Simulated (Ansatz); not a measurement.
## Si: random displacements

These are results of DFT LDA, scalar-relativistic, plane waves, PAW (Ansatz), not measurements. The runs took a 420 eV cutoff, a Γ-centred 12×12×12 mesh and Gaussian smearing (0.15 eV). No spin polarisation. Energies are free energies at this smearing, counted from the undisturbed cell; pressure is positive in compression.

Reference structure (relaxed at this level; this form isn't the usual structure):

```
CELL_PARAMETERS angstrom
4.65942 2.69012 1.85895
-4.65942 2.69012 1.85895
0.00000 -5.38024 1.85895
ATOMIC_POSITIONS crystal
Si 0.02304 0.72141 0.52544
Si 0.97696 0.27859 0.47456
Si 0.71556 0.71556 0.71556
Si 0.27859 0.47456 0.97696
Si 0.47456 0.97696 0.27859
Si 0.72141 0.52544 0.02304
Si 0.28444 0.28444 0.28444
Si 0.52544 0.02304 0.72141
```

The atoms are displaced (Å, in the unstrained cell):

| atom | ux | uy | uz |
| --- | --- | --- | --- |
| Si1 | -0.161 | 0.420 | 0.163 |
| Si2 | 0.080 | 0.002 | 0.444 |
| Si3 | 0.366 | 0.074 | 0.361 |
| Si4 | 0.115 | -0.591 | -0.384 |
| Si5 | 0.272 | -0.233 | 0.116 |
| Si6 | -0.253 | 0.072 | -0.410 |
| Si7 | 0.132 | 0.092 | -0.128 |
| Si8 | -0.550 | 0.163 | -0.162 |

Strain (Voigt, engineering shear): (-0.0236, -0.0397, 0.0125, 0.0153, -0.0652, -0.0229).

(1) What are the energy change, the stress and the forces?

Results:

(1) ΔE = 1370.5 meV/atom; stress (xx, yy, zz, yz, xz, xy; compression positive) (15.33, 48.35, 23.74, -3.52, 4.84, -5.12) GPa.
| atom | Fx (eV/Å) | Fy | Fz |
| --- | --- | --- | --- |
| Si1 | -2.68 | -5.91 | -12.07 |
| Si2 | -1.21 | 1.09 | -1.66 |
| Si3 | -1.31 | 1.30 | 0.80 |
| Si4 | -9.69 | 12.68 | -2.78 |
| Si5 | 2.76 | 5.97 | -2.51 |
| Si6 | -1.55 | -1.39 | 4.66 |
| Si7 | 9.15 | -13.66 | 3.92 |
| Si8 | 4.54 | -0.08 | 9.64 |

Cost: 1 run of about 2.1 core-minutes, on Oxide Virtual Turin-like Processor (Zen 5) (shared hosts).